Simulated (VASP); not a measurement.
Runs of VASP 6.6.1 on Au. Symmetry: Pm-3m, No. 221, cubic system. Conventional cell: a = 2.748 Å, b = 2.748 Å, c = 2.748 Å, α = 90.00°, β = 90.00°, γ = 90.00°. Around Au (site symmetry m-3m) lie 6 Au at 2.75 Å. The cell was built by a generator and needn't be a form met in nature.

```csv
level,potentials or basis,further INCAR settings,pressure (GPa)
TPSS,"VASP PAW PBE potentials, release 64 (Au)",ALGO = Normal; EDIFF = 1e-06,-2.8
RPBE,"VASP PAW PBE potentials, release 64 (Au)",ALGO = Fast; EDIFF = 1e-06,3.4
r2SCAN,"VASP PAW PBE potentials, release 64 (Au)",ALGO = Normal; EDIFF = 1e-06,-3.0
SCAN,"VASP PAW PBE potentials, release 64 (Au)",ALGO = Normal; EDIFF = 1e-06,-6.7
revPBE,"VASP PAW PBE potentials, release 64 (Au)",ALGO = Fast; EDIFF = 1e-06,2.4
PW91,"VASP PAW PBE potentials, release 64 (Au)",ALGO = Fast; EDIFF = 1e-06,0.6
PBE,"VASP PAW PBE potentials, release 64 (Au)",ALGO = Fast; EDIFF = 1e-06,(b)
PBEsol,"VASP PAW PBE potentials, release 64 (Au)",ALGO = Fast; EDIFF = 1e-06,(a)
AM05,"VASP PAW PBE potentials, release 64 (Au)",ALGO = Fast; EDIFF = 1e-06,-6.2
BLYP,"VASP PAW PBE potentials, release 64 (Au)",ALGO = Fast; EDIFF = 1e-06,8.1
LDA,"VASP PAW LDA potentials, release 64 (Au)",ALGO = Fast; EDIFF = 1e-06,-9.6
```

Alike in all rows: task band structure; no spin polarisation; cell as given; k mesh 10 × 10 × 10; cutoff (eV) 520; smearing fermi-dirac 0.05 eV.

Task: Estimate the missing entries.

Result: (a) -6.5; (b) 0.0.

Caveats: the PAW data sets were made with another functional, which shifts forces and pressure a little (some runs).
